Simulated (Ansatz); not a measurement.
Crystal: Co.

```
Co
1.0
     2.47056    0.00000    0.00000
    -1.23528    2.13957    0.00000
     0.00000    0.00000    8.08823
Co
4
Direct
  0.66667 0.33333 0.75000
  0.00000 0.00000 0.50000
  0.33333 0.66667 0.25000
  0.00000 0.00000 0.00000
```

Base run:

| Property | Result |
| --- | --- |
| Program | Ansatz 0.2.0 |
| Functional | RPBE |
| Potentials or basis | Ansatz PAW |
| Cutoff | 420 eV |
| Density cutoff | 1680 eV |
| k mesh | 12 × 12 × 4 |
| Occupations | fermi-dirac, width 0.05 eV |
| Spin | collinear spin, ferromagnetic start |
| Starting moments | [2.0, 2.0, 2.0, 2.0] μB |

Its results: band gap on the k mesh none (metal or under the smearing width); pressure 10.7 GPa; net moment 6.66 μB per cell; site moments Co +1.75, +1.73 μB.

Problem. The run is repeated on the same cell with these changes: functional from RPBE to exchange-only PBE. What comes out?

Solution. Band gap on the k mesh none (metal or under the smearing width); pressure 33.2 GPa; net moment 6.79 μB per cell; site moments Co +1.79, +1.77 μB.

Caveats: the potentials were made for another functional, which shifts forces and pressure; the PAW data sets come from PBE, with cores solved anew for the run's functional, which leaves a small shift of forces and pressure; a pressure of tens of GPa on the cell as given is suspect, and the run, the potentials or the cell itself is likely at fault (some runs).

Not every run made on this cell is shown here.
